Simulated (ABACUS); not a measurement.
# Ni (Fm-3m) in ABACUS: single point with LDA-PW92

Aim: the single point of Ni with LDA-PW92.

Program: ABACUS 3.10.1. These are calculated values, not measurements. Logs are shortened: lines on timing, memory, paths and dates and some standing lists are left out, and cuts for length are marked.

**1. The structure**

Symmetry: Fm-3m, No. 225, cubic system. Conventional cell: a = 3.475 Å, b = 3.475 Å, c = 3.475 Å, α = 90.00°, β = 90.00°, γ = 90.00°. Ni (site symmetry m-3m) has 12 Ni at 2.46 Å as nearest neighbours.

**2. Single point, LDA-PW92, collinear spin, ferromagnetic start**

File INPUT:

```
INPUT_PARAMETERS
suffix              Ni
calculation         scf
basis_type          pw
pseudo_dir          ./
latname             fcc
symmetry            1
dft_functional      LDA_X+LDA_C_PW
ecutwfc             105
pseudo_rcut         10
nspin               2
nbands              20
ks_solver           dav
smearing_method     fd
smearing_sigma      0.00367493
scf_thr             1e-08
scf_nmax            100
mixing_type         broyden
mixing_beta         0.4
cal_force           1
cal_stress          1
out_chg             1
out_pot             2
out_elf             1
```

File STRU:

```
ATOMIC_SPECIES
Ni 58.6934 Ni.upf

LATTICE_CONSTANT
6.5670739299

ATOMIC_POSITIONS
Direct

Ni
0.0
1
0.0000000000 0.0000000000 0.0000000000 1 1 1 mag 1
```

File KPT:

```
K_POINTS
0
Gamma
10 10 10 0 0 0
```

Potentials or basis: PseudoDojo NC SR 0.4.1 LDA stringent, plane waves.

Command:

```bash
> OMP_NUM_THREADS=1 mpirun -np 4 abacus > log
```

running log:

```text
ABACUS v3.10.1

               Atomic-orbital Based Ab-initio Computation at UStc

 ------------------------------------------------------------------------------------

 READING GENERAL INFORMATION
                           global_out_dir = OUT.Ni/
                           global_in_card = INPUT
                               pseudo_dir = ./
                              orbital_dir =
                                    DSIZE = 4
                                    GSIZE = 1

 READING UNITCELL INFORMATION
                                    ntype = 1
                  lattice constant (Bohr) = 6.56707
              lattice constant (Angstrom) = 3.47514

 READING ATOM TYPE 1
                               atom label = Ni
                      L=0, number of zeta = 1
                      L=1, number of zeta = 1
                      L=2, number of zeta = 1
             number of atom for this type = 1
               magnetization of element 1 = 1

                        TOTAL ATOM NUMBER = 1
DIRECT COORDINATES
    atom                   x                   y                   z     mag                  vx                  vy                  vz
taud_Ni1            0.0000000000        0.0000000000        0.0000000000  1.0000        0.0000000000        0.0000000000        0.0000000000

                          Volume (Bohr^3) = 70.8037
                             Volume (A^3) = 10.492

 Lattice vectors: (Cartesian coordinate: in unit of a_0)
                 -0.5                  +0                +0.5
                   +0                +0.5                +0.5
                 -0.5                +0.5                  +0
 Reciprocal vectors: (Cartesian coordinate: in unit of 2 pi/a_0)
                   -1                  -1                  +1
                   +1                  +1                  +1
                   -1                  +1                  -1
 The esolver type has been set to : ksdft_pw

                PAO radial cut off (Bohr) = 10

 Read in pseudopotential file is Ni.upf
                     pseudopotential type = NC
          exchange-correlation functional = SLA PW NOGXNOGC
                 nonlocal core correction = 1
                        valence electrons = 18
                                     lmax = 2
                           number of zeta = 4
                     number of projectors = 6
                           L of projector = 0
                           L of projector = 0
                           L of projector = 1
                           L of projector = 1
                           L of projector = 2
                           L of projector = 2
 XC functional updated to : LDA_X+LDA_C_PW
          exchange-correlation functional = LDA_X+LDA_C_PW
     initial pseudo atomic orbital number = 10
 The readin total magnetization is 1

 SETUP THE ELECTRONS NUMBER
            electron number of element Ni = 18
      total electron number of element Ni = 18
            AUTOSET number of electrons:  = 18
                           occupied bands = 9
                                   NBANDS = 20
                                   NLOCAL = 9

%%%%%%%%%%%%%%%%%%%%%%%%%%%%%%%%%%%%%%%%%%%%%%%%%%%%%%%%%%%%%%%%%%%%%%%%%%%%%%%%%%%%%%%%%%%%%%%%%%%%%%%%%%
 Warning: the number of valence electrons in pseudopotential > 10 for Ni: [Ar] 3d8 4s2
 Pseudopotentials with additional electrons can yield (more) accurate outcomes, but may be less efficient.
 If you're confident that your chosen pseudopotential is appropriate, you can safely ignore this warning.
%%%%%%%%%%%%%%%%%%%%%%%%%%%%%%%%%%%%%%%%%%%%%%%%%%%%%%%%%%%%%%%%%%%%%%%%%%%%%%%%%%%%%%%%%%%%%%%%%%%%%%%%%%

 SETUP THE PLANE WAVE BASIS
 energy cutoff for charge/potential (unit:Ry) = 420
            fft grid for charge/potential = [ 32, 32, 32 ]
                        fft grid division = [ 1, 1, 1 ]
        big fft grid for charge/potential = [ 32, 32, 32 ]
                                     nbxx = 8192
                                     nrxx = 8192

 SETUP PLANE WAVES FOR CHARGE/POTENTIAL
                    number of plane waves = 10177
                         number of sticks = 625

 PARALLEL PW FOR CHARGE/POTENTIAL
     PROC   COLUMNS(POT)             PW
        1            156           2544
        2            156           2544
        3            156           2544
        4            157           2545
 --------------- sum -------------------
        4            625          10177
                            number of |g| = 153
                                  max |g| = 456
                                  min |g| = 3
[... 31 lines left out ...]
                       LATTICE CONSTANT A = 1
Original cell was already a primitive cell.
                        ROTATION MATRICES = 48
              PURE POINT GROUP OPERATIONS = 48
                   SPACE GROUP OPERATIONS = 48
                              POINT GROUP = O_h
               POINT GROUP IN SPACE GROUP = O_h

 SETUP K-POINTS
                                    nspin = 2
                   Input type of k points = Monkhorst-Pack(Gamma)
                                   nkstot = 1000
                       right hand lattice = 1
(for reciprocal lattice: )
                             BRAVAIS TYPE = 2
                     BRAVAIS LATTICE NAME = 02. Cubic I (body-centered)
                                    ibrav = 2
                       right hand lattice = 1
(for k-lattice: )
                             BRAVAIS TYPE = 2
                     BRAVAIS LATTICE NAME = 02. Cubic I (body-centered)
                                    ibrav = 2
                       right hand lattice = 1
                        ROTATION MATRICES = 48
                               nkstot_ibz = 47
K-POINTS REDUCTION ACCORDING TO SYMMETRY
     IBZ    DIRECT_X    DIRECT_Y    DIRECT_Z  WEIGHT  ibz2bz
       1  0.00000000  0.00000000  0.00000000  0.0010       0
       2  0.10000000  0.10000000  0.10000000  0.0080       1
       3  0.20000000  0.20000000  0.20000000  0.0080       2
       4  0.30000000  0.30000000  0.30000000  0.0080       3
       5  0.40000000  0.40000000  0.40000000  0.0080       4
       6  0.50000000  0.50000000  0.50000000  0.0040       5
[... 22 lines left out ...]
      29  0.50000000  0.50000000  0.10000000  0.0240      45
      30 -0.20000000  0.40000000  0.40000000  0.0120      46
[... 17 further k points ...]

                               nkstot now = 47
[... K-POINTS DIRECT COORDINATES: 47 rows ...]

           k-point number in this process = 47
       minimum distributed K point number = 47
[... stars of the k points ...]
                             nks(nspin=2) = 94
                          nkstot(nspin=2) = 94

[... K-POINTS CARTESIAN COORDINATES: 94 rows ...]

[... K-POINTS DIRECT COORDINATES: 94 rows ...]

 SETUP PLANE WAVES FOR WAVE FUNCTIONS
     energy cutoff for wavefunc (unit:Ry) = 105
              fft grid for wave functions = [ 32, 32, 32 ]
                    number of plane waves = 1893
                         number of sticks = 199

 PARALLEL PW FOR WAVE FUNCTIONS
     PROC   COLUMNS(POT)             PW
        1             49            471
        2             50            474
        3             50            474
        4             50            474
 --------------- sum -------------------
        4            199           1893

 SETUP NONLOCAL PSEUDOPOTENTIALS IN PLANE WAVE BASIS
 Ni non-local projectors:
 projector 1 L=0
 projector 2 L=0
 projector 3 L=1
 projector 4 L=1
 projector 5 L=2
 projector 6 L=2
      TOTAL NUMBER OF NONLOCAL PROJECTORS = 18

 Init Non-Local PseudoPotential table :
 Init Non-Local-Pseudopotential done.

                                     npwx = 341

 Make real space PAO into reciprocal space.
       max mesh points in Pseudopotential = 1001
     dq(describe PAO in reciprocal space) = 0.01
                                    max q = 1234

 number of pseudo atomic orbitals for Ni is 4
WARNING: norm of atomic wavefunction # 4 of atomic type Ni is 0.999957, renormalized

 -------------------------------------------
 SELF-CONSISTENT
 -------------------------------------------
                                 init_chg = atomic

 PW ALGORITHM --------------- ION=   1  ELEC=   1--------------------------------
 Notice: Threshold on eigenvalues was too large.
 hsover_error=0.18 > DRHO=0.00537533
 Origin diag ethr = 0.01
 New diag ethr = 2.9863e-05
          total magnetism (Bohr mag/cell) = 0.727933
       absolute magnetism (Bohr mag/cell) = 0.757971
                        nelec for spin up = 9.36397
                      nelec for spin down = 8.63603

 Density error is 0.00537507177084
                          Error Threshold = 2.98629516292e-05
----------------------------------------------------------
     Energy           Rydberg                 eV
----------------------------------------------------------
 E_KohnSham     -338.1467241531      -4600.7222085162
 E_Harris       -337.8820024932      -4597.1204855572
 E_Fermi        1.3827363818         18.8130936239
----------------------------------------------------------
[... 103 lines left out ...]
 Density error is 9.15993004072e-10
                          Error Threshold = 1.45329768737e-10
----------------------------------------------------------
     Energy           Rydberg                 eV
----------------------------------------------------------
 E_KohnSham     -338.1473394577      -4600.7305801647
 E_KS(sigma->0) -338.1468103110      -4600.7233807553
 E_Harris       -338.1473581125      -4600.7308339771
 E_band         -19.8282563064       -269.7772671711
 E_one_elec     -162.1930320806      -2206.7494121930
 E_Hartree      93.4606735387        1271.5976990446
 E_xc           -43.2103915112       -587.9075373625
 E_Ewald        -226.2035311114      -3077.6569308351
 E_entropy(-TS) -0.0010582933        -0.0143988188
 E_descf        0.0000000000         0.0000000000
 E_exx          0.0000000000         0.0000000000
 E_Fermi        1.3861050741         18.8589270349
----------------------------------------------------------

 charge density convergence is achieved
 final etot is -4600.7305802 eV
 EFERMI = 18.858927035 eV
The vacuum level is 18.675827044 eV

 STATE ENERGY(eV) AND OCCUPATIONS    NSPIN == 2
SPIN UP :
 1/47 kpoint (Cartesian) = 0.0000 0.0000 0.0000 (312 pws)
       1       -84.0720     0.00100000
       2       -44.7488     0.00100000
       3       -44.7488     0.00100000
       4       -44.7488     0.00100000
       5        9.48886     0.00100000
       6        16.2735     0.00100000
[... 122 lines left out ...]
      19        66.1678        0.00000
      20        68.3403        0.00000

[... levels at 88 further k points ...]

------------------------------------------------------------------------------------------
 TOTAL-FORCE (eV/Angstrom)
------------------------------------------------------------------------------------------
                       Ni1         0.0000000000         0.0000000000         0.0000000000
------------------------------------------------------------------------------------------

----------------------------------------------------------------
 TOTAL-STRESS (KBAR)
----------------------------------------------------------------
       -95.8897763380        -0.0000000000        -0.0000000000
        -0.0000000000       -95.8897763380         0.0000000000
         0.0000000000         0.0000000000       -95.8897763380
----------------------------------------------------------------
 TOTAL-PRESSURE: -95.889776 KBAR

 --------------------------------------------
 !FINAL_ETOT_IS -4600.7305801647362387 eV
 --------------------------------------------
```

It took 6.8 s on 4 MPI ranks of AMD EPYC 9R45 (Zen 5), shared host; peak memory 0.24 GiB.

What came out:

```
Free energy            : -4600.7306 eV
Pressure               : -9.6 GPa
Band gap on the k mesh : none (metal or under the smearing width)
Net moment             : 0.70 μB per cell
Absolute moment        : 0.76 μB per cell
```
